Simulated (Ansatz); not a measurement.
Crystal: B.

```
B
1.0
     1.88524    0.00000    0.00000
     0.00000    1.88524    0.00000
     0.00000    0.00000    1.88524
B
1
Direct
  0.50000 0.50000 0.50000
```

The cell was built by a generator and needn't be a form met in nature.

Base run:

- Program: Ansatz 0.2.0
- Functional: RPBE
- Potentials or basis: Ansatz PAW
- Cutoff: 420 eV (not typed: the program's choice for these potentials)
- k mesh: 14 × 14 × 14
- Occupations: fermi-dirac, width 0.05 eV
- Spin: no spin polarisation

Its results: band gap on the k mesh none (metal or under the smearing width); pressure 4.0 GPa.

Question: After a change of settings the same cell gave: band gap on the k mesh none (metal or under the smearing width); pressure -2.6 GPa. Which change was it?
A. functional from RPBE to PBEsol
B. functional from RPBE to LDA
C. functional from RPBE to revPBE
D. functional from RPBE to r2SCAN; cutoff from 420 eV (not typed: the program's choice for these potentials) to 500 eV (not typed: the program's choice for these potentials)

Answer: A.

PBEsol binds more tightly than RPBE, so the same cell stands under less pressure.

Caveats: the PAW data sets come from PBE, with cores solved anew for the run's functional, which leaves a small shift of forces and pressure.

Runs at the PBE level aren't shown here.
